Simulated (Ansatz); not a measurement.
O:

```
CELL_PARAMETERS angstrom
2.85140 -1.66242 0.00000
2.85140 1.66242 0.00000
-2.39449 0.00000 3.64705
ATOMIC_POSITIONS crystal
O 0.97455 0.97455 0.84443
O 0.02545 0.02545 0.15557
```

```yaml
Program: Ansatz 0.2.0
Task: single point
Functional: PBE
Potentials_or_basis: Ansatz PAW
Cutoff: "420 eV (not typed: the program's choice for these potentials)"
k_mesh: 10 × 10 × 7
Occupations: fermi-dirac, width 0.05 eV
Spin: no spin polarisation
```

On this cell: pressure -2.1 GPa; largest force 0.321 eV/Å; band gap on the k mesh none (metal or under the smearing width).

The same run follows on a disturbed copy (atoms moved at random, drawn with an rms of 0.05 Å):

```
CELL_PARAMETERS angstrom
2.85140 -1.66242 0.00000
2.85140 1.66242 0.00000
-2.39449 0.00000 3.64705
ATOMIC_POSITIONS crystal
O 0.97599 0.97814 0.83922
O 0.00632 0.04506 0.16634
```

Task: What changes?

Result: The energy (extrapolated to zero smearing) moves by +90.5 meV/atom; pressure -9.7 GPa; largest force 4.116 eV/Å; band gap on the k mesh none (metal or under the smearing width).

Forces in eV/Å, atoms in the order of the input:
```
O   -1.708  0.227  3.738
O    1.708 -0.227 -3.738
```

Stress tensor (GPa, compression positive):
```
 -3.06   0.44   9.33
  0.44  -2.88  -1.12
  9.33  -1.12 -23.24
```

Caveats: spin is off for a triplet molecule.
